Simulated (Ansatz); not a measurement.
The system is TePb.

```
Pb Te
1.0
     0.00000    3.23100    3.23100
     3.23100    0.00000    3.23100
     3.23100    3.23100    0.00000
Pb Te
1 1
Direct
  0.00000 0.00000 0.00000
  0.50000 0.50000 0.50000
```

Program: Ansatz 0.2.0. Alike in all runs: potentials or basis Ansatz PAW; cell as given; cutoff (eV) 420; smearing fermi-dirac 0.05 eV. Hardware: 2 threads of Intel(R) Xeon(R) 6975P-C (Granite Rapids) (shared host).

Problem. Order these runs on this cell by their wall time, lowest first.
A. task single point; level PBE0; spin SOC, no magnetisation; k mesh 3 × 3 × 3; mesh quality coarse
B. task band structure; level PBEsol; spin off; k mesh 7 × 7 × 7; points for each segment of the path 14; mesh quality not flagged
C. task band structure; level LDA; spin SOC, no magnetisation; k mesh 5 × 5 × 5; points for each segment of the path 14; mesh quality not flagged

Solution. B (1.7 s), C (9.7 s), A (37 s).

Caveats: some runs use coarse meshes.

Runs at the PBE level aren't shown here.
